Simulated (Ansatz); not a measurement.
# InP3: the cost of one run

Method: DFT PBEsol, scalar-relativistic, plane waves, PAW, in Ansatz 0.2.0.

2 further runs of the same task are left out: 2 set aside as unsound or not needed.

### Step 1. The structure to begin with

Symmetry: R-3m, No. 166, trigonal system. The conventional cell has a = 7.430 Å, b = 7.430 Å, c = 9.838 Å, α = 90.00°, β = 90.00°, γ = 120.00°. Around In (site symmetry 3m) lie 6 P at 2.64 to 2.87 Å. P (site symmetry m) is surrounded by 2 P at 2.21 Å and 2 In at 2.64 to 2.87 Å.

As a file:

```xyz
8
Lattice="3.7150 2.1448 3.2794 -3.7150 2.1448 3.2794 0.0000 -4.2897 3.2794" Properties=species:S:1:pos:R:3 pbc="T T T"
In    0.0000    0.0000    2.6886
In    0.0000    0.0000    7.1496
P     2.0563   -1.1872    6.0033
P     0.0000    2.3744    6.0033
P    -2.0563   -1.1872    6.0033
P    -2.0563    1.1872    3.8349
P     2.0563    1.1872    3.8349
P     0.0000   -2.3744    3.8349
```

This cell was relaxed beforehand with the same method: volume 19.60 Å³/atom, gap on the mesh none (metal).

### Step 2. The bulk in the cell of the plane

File input.yaml:

```yaml
crystal:
  lattice:
    - [5.3996121304, 0.0, 0.0]
    - [0.2877165199, 5.3919412425, 0.0]
    - [-0.2877165199, -0.2727731533, 5.3850371558]
  atoms:
    - { symbol: In, position: [0.7267210885, 0.7267210885, 0.2732789115] }
    - { symbol: In, position: [0.2732789115, 0.2732789115, 0.7267210885] }
    - { symbol: P, position: [0.758807372, 0.2052891173, 0.7947108827] }
    - { symbol: P, position: [0.2052891173, 0.758807372, 0.7947108827] }
    - { symbol: P, position: [0.2052891173, 0.2052891173, 0.241192628] }
    - { symbol: P, position: [0.241192628, 0.7947108827, 0.2052891173] }
    - { symbol: P, position: [0.7947108827, 0.7947108827, 0.758807372] }
    - { symbol: P, position: [0.7947108827, 0.241192628, 0.2052891173] }
basis:
  ecutwfc: 420
kpoints:
  mp_grid: { grid: [7, 7, 7] }
hamiltonian:
  xc: pbesol
scf:
  occupations: { method: gaussian, width: 0.1 }
output:
  forces: true
  stress: true
  eigenvalues: true
  write_density: true
  write_potential: true
  elf: true
  volumetric_format: npy
```

Command:

```console
> ansatz run input.yaml --threads 2 --pin off --max-ram 5120MiB --backend cpu --events-out ev --progress --plain --runs-dir out
```

What time and memory should one allow on 2 threads of Intel Xeon Platinum 8259CL at 2.50GHz (Skylake/Cascade Lake), shared host?

About 14 s, with a peak of 0.59 GiB.
